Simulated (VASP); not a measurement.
Write the native input for VASP 6.6.1 that does the following.

| Item | Value |
| --- | --- |
| Task | relaxation of cell and atoms |
| Functional | PBE |
| Potentials or basis | VASP PAW PBE potentials, release 64 (Te) |
| Cutoff | 600 eV |
| k mesh | 9 × 9 × 6 |
| Occupations | gaussian, width 0.03 eV |
| Spin | no spin polarisation |
| Further INCAR settings | ALGO = Normal; EDIFF = 1e-06; IBRION = 2; EDIFFG = -0.01; NSW = 90; ISIF = 3 |

The structure of Te lies in POSCAR:

```
Te
1.0
    4.4540000000      0.0000000000      0.0000000000
   -2.2270000000      3.8572771485      0.0000000000
    0.0000000000      0.0000000000      5.9240000000
Te
3
Direct
    0.2690000000      0.0000000000      0.3333333333
    0.0000000000      0.2690000000      0.6666666667
    0.7310000000      0.7310000000      0.0000000000
```

These files were run (other wordings do the same):

INCAR

```
SYSTEM = Te
ALGO = Normal ; EDIFF = 1E-6
EDIFFG = -0.01 ; ENCUT = 600
GGA = PE ; IBRION = 2
ISIF = 3 ; ISMEAR = 0
LASPH = .TRUE. ; LCHARG = .FALSE.
LREAL = .FALSE. ; LWAVE = .FALSE.
NELM = 80 ; NSW = 90
PREC = Accurate ; SIGMA = 0.03
```

KPOINTS

```
k-points
0
G
  9 9 6
  0 0 0
```

Potentials or basis: VASP PAW PBE potentials, release 64 (Te).

Run with:

```console
$ cat potpaw_PBE.64/Te/POTCAR > POTCAR
$ mpirun -np 1 vasp_std > vasp.out
```

It gave:

- Relaxed volume: 35.06 Å³/atom
- Relaxed cell: a = 4.516 Å, b = 4.516 Å, c = 5.956 Å, α = 90.00°, β = 90.00°, γ = 120.00°
- Space group after relaxing (to 0.05 Å): P3_121 (No. 152)
- Energy gained by relaxing: 4.6 meV/atom
- Ionic steps: 8
- Pressure after relaxing: 0.0 GPa
- Largest force after relaxing: 0.007 eV/Å
- Band gap on the k mesh: 0.21 eV, direct

Caveat: spin-orbit coupling is left out, which moves the levels of the heavy elements; an odd mesh through Γ misses points on the zone boundary, where band edges often lie.

Run time: 2.6 min on 1 thread of Intel(R) Xeon(R) 6975P-C (Granite Rapids), on a shared host, peak memory 0.29 GiB.
